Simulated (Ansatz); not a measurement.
**How much do the gradients of ZnS with an S vacancy depend on the method?**

Cell: a supercell of ZnS (wurtzite type, P6_3mc) built from an entry of the Crystallography Open Database (COD), with the ions relaxed around the defect (PBE).

Space group P3m1 (No. 156); a = 7.6220, c = 12.4680 Å, γ = 120.00°.

| site | Wyckoff | site symmetry | x | y | z |
| --- | --- | --- | --- | --- | --- |
| Zn1 | 1a | 3m. | 0.0000 | 0.0000 | 0.9562 |
| Zn2 | 1a | 3m. | 0.0000 | 0.0000 | 0.5047 |
| Zn3 | 3d | .m. | 0.9955 | 0.4977 | 0.9973 |
| Zn4 | 3d | .m. | 0.9979 | 0.4990 | 0.5071 |
| Zn9 | 3d | .m. | 0.1964 | 0.8036 | 0.2649 |
| Zn10 | 3d | .m. | 0.1681 | 0.8319 | 0.7499 |
| Zn15 | 1c | 3m. | 0.6667 | 0.3333 | 0.2633 |
| Zn16 | 1c | 3m. | 0.6667 | 0.3333 | 0.7504 |
| S17 | 1a | 3m. | 0.0000 | 0.0000 | 0.6909 |
| S18 | 3d | .m. | 0.9921 | 0.4960 | 0.1869 |
| S19 | 3d | .m. | 0.9998 | 0.4999 | 0.6914 |
| S24 | 3d | .m. | 0.1664 | 0.8336 | 0.4419 |
| S25 | 3d | .m. | 0.1694 | 0.8306 | 0.9403 |
| S30 | 1c | 3m. | 0.6667 | 0.3333 | 0.4447 |
| S31 | 1c | 3m. | 0.6667 | 0.3333 | 0.9384 |

One atom of each set is listed.

First run. All values are calculated (Ansatz; DFT, PBE, plane waves and PAW, scalar-relativistic, 420 eV cutoff, Γ-centred 3×3×2 k-points, Fermi–Dirac smearing 0.01 eV, cell charge +2), not measured.

```
site  V_zz (10²¹ V/m²)     η
 Zn1             15.39  0.00
 Zn2             -1.17  0.00
 Zn3              2.35  0.47
 Zn4             -1.61  0.68
 Zn9             15.91  0.12
Zn10              1.78  0.64
Zn15             -3.31  0.00
Zn16              1.13  0.00
 S17              1.71  0.00
 S18             -3.32  0.63
 S24              3.26  0.39
 S25              2.23  0.29
 S30              1.27  0.00
 S31             -0.67  0.00
```

Second run. The same atoms and settings, except that the functional is r2SCAN and the cutoff is 500 eV.

Question: Given the first result, estimate the second.

Answer: 

```tsv
site	V_zz	η	change of V_zz
Zn1	15.63	0.00	+0.24
Zn2	-1.20	0.00	-0.03
Zn3	2.42	0.47	+0.07
Zn4	-1.67	0.68	-0.06
Zn9	16.10	0.12	+0.19
Zn10	1.85	0.63	+0.07
Zn15	-3.39	0.00	-0.08
Zn16	1.14	0.00	+0.01
S17	1.60	0.00	-0.11
S18	-3.38	0.49	-0.06
S24	3.19	0.40	-0.07
S25	2.11	0.17	-0.12
S30	1.20	0.00	-0.07
S31	-0.65	0.00	+0.02
```

The largest change of V_zz is on Zn1, from 15.39 to 15.63. In per cent, |V_zz| changes by +1 to +4 on Zn, -6 to +2 on S (all sites that start above 0.5). The table leaves out 1 of the 15 sites, with |V_zz| up to 0.66; their tensors move by 0.02 at most along any direction. The statements above cover all sites.

The defect repeats with the cell of 31 atoms, so it feels its images: sites between two images don't show the values beside a lone defect, and zeros or small values of η there can come from the images' arrangement. S and Zn carry a gradient in the pure host already, so the values there aren't the defect's effect alone. A uniform background compensates the cell's charge.
For the second run: With these PAW files V_zz is typically within 2 to 3 % of all-electron values, but misses above 10 % occur on Zn.
